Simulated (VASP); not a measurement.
A run of VASP 6.6.1 is set up as follows.

Contents of INCAR:

```
SYSTEM = C
PREC = Accurate
ENCUT = 520
EDIFF = 1E-6
ISMEAR = 0
SIGMA = 0.1
LREAL = .False.
LASPH = .True.
NELM = 100
ALGO = Fast
ISIF = 2
LWAVE = .False.
LCHARG = .False.
GGA = PE
NBANDS = 16
```

The input KPOINTS:

```
regular mesh
0
Gamma
  21 21 6
  0 0 0
```

The input POSCAR:

```
C
1.0
    2.4665105771      0.0000000000      0.0000000000
   -1.2332552886      2.1360608185      0.0000000000
    0.0000000000      0.0000000000      8.5290666178
C
4
Direct
    0.0000000000      0.0000000000      0.0025000000
    0.0000000000      0.0000000000      0.5025000000
    0.3333333333      0.6666666667      0.0025000000
    0.6666666667      0.3333333333      0.5025000000
```

Potentials or basis: VASP PAW PBE potentials, release 64 (C).

The run is started by

```sh
$ cat potpaw_PBE.64/C/POTCAR > POTCAR
$ mpirun -np 1 vasp_std > vasp.out
```

Problem. What does it give for the pressure?

Solution. 0.4 GPa.

Problem. Estimate the band gap on the k mesh.

Solution. None (metal or under the smearing width).

Stress tensor (GPa, compression positive):
```
 0.56  0.00  0.00
 0.00  0.56  0.00
 0.00  0.00 -0.02
```

Caveat: this functional lacks dispersion, which binds the layers, so the pressure and a relaxed spacing across them are unreliable.
